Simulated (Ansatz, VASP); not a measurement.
# Two plane-wave programs on BaF2 (Frankdicksonite)

```
CELL_PARAMETERS angstrom
0.00000 3.03677 3.03677
3.03677 0.00000 3.03677
3.03677 3.03677 0.00000
ATOMIC_POSITIONS crystal
Ba 0.00000 0.00000 0.00000
F 0.75000 0.75000 0.75000
F 0.25000 0.25000 0.25000
```

Change from the starting cell: volume scaled by 0.94.

Alike in both runs: task single point; functional PBE; k mesh 8 × 8 × 8; occupations fermi-dirac, width 0.05 eV; no spin polarisation.

```csv
,VASP,Ansatz
version,VASP 6.6.1,Ansatz 0.2.0
potentials or method,"VASP PAW PBE potentials, release 64 (Ba_sv, F)",Ansatz PAW
plane-wave cutoff (eV),520,420
valence electrons in the cell,24,24
```

Ansatz gave:

* gap on the k mesh at the Fermi level (eV): 7.10
* least direct gap on the mesh (eV): 7.24
* pressure (GPa): 5.6

Q: What did VASP give for the same quantities?

A: gap on the k mesh at the Fermi level (eV): 7.03; least direct gap on the mesh (eV): 7.14; pressure (GPa): 7.0.

Caveats: spin-orbit coupling is left out, which moves the levels of the heavy elements; the pressure holds a Pulay correction of +0.4 GPa for the finite cutoff (Ansatz). A k mesh can miss the band edges.
